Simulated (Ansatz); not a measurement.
Li:

```
Li
1.0
     0.00000    2.20200    2.20200
     2.20200    0.00000    2.20200
     2.20200    2.20200    0.00000
Li
1
Direct
  0.00000 0.00000 0.00000
```

This isn't the form of Li at room conditions, which is bcc.

- Program: Ansatz 0.2.0
- Task: single point
- Functional: PBE
- Potentials or basis: all-electron LAPW, scalar-relativistic
- Cutoff: 62 eV (chosen from the basis error)
- Basis error allowed: 0.001 eV/atom
- k mesh: 10 × 10 × 10
- Occupations: fermi-dirac, width 0.05 eV
- Spin: no spin polarisation

On this cell: pressure -0.7 GPa; band gap on the k mesh none (metal or under the smearing width).

The same run follows on a disturbed copy (cell strained at random at fixed volume):

```
Li
1.0
    -0.02939    2.18954    2.16794
     2.24417   -0.07957    2.21812
     2.15233    2.14788    0.01227
Li
1
Direct
  0.99760 0.00530 0.00297
```

Question: What does the disturbed cell give?

Answer: The energy (extrapolated to zero smearing) moves by +2.7 meV/atom; pressure -0.7 GPa; band gap on the k mesh none (metal or under the smearing width).

Stress tensor (GPa, compression positive):
```
-0.66  0.56 -0.28
 0.56 -0.67  0.23
-0.28  0.23 -0.71
```
